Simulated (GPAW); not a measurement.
CuO:

```
CELL_PARAMETERS angstrom
3.17953 0.00000 0.00000
-1.58977 2.75356 0.00000
0.00000 0.00000 4.43149
ATOMIC_POSITIONS crystal
Cu 0.00000 0.00000 0.00000
Cu 0.00000 0.00000 0.50000
O 0.33333 0.66667 0.25000
O 0.66667 0.33333 0.75000
```

Measurements of this composition are mostly on another form, of space group No. 15.

Base run:

| Item | Value |
| --- | --- |
| Program | GPAW 26.7.0 |
| Functional | PBEsol |
| Potentials or basis | PAW data sets generated in the run's folder for this functional |
| Cutoff | 800 eV |
| Basis | pw |
| k mesh | 7 × 7 × 5 |
| Occupations | fermi-dirac, width 0.05 eV |
| Spin | no spin polarisation |
| Hubbard terms | Cu d U = 3 eV |

Its results: pressure -2.4 GPa.

Question: After a change of settings the same cell gave: pressure -2.8 GPa. Which change was it?
A. hubbard terms from Cu d U = 3 eV to Cu d U = 1 eV
B. k mesh from 7 × 7 × 5 to 8 × 8 × 5; hubbard terms from Cu d U = 3 eV to none
C. hubbard terms from Cu d U = 3 eV to Cu d U = 4 eV

Answer: C.

Caveats: the run has no spin polarisation, though such a crystal can be magnetic; U without spin polarisation on a metal has little footing.

Not every run made on this cell is shown here.
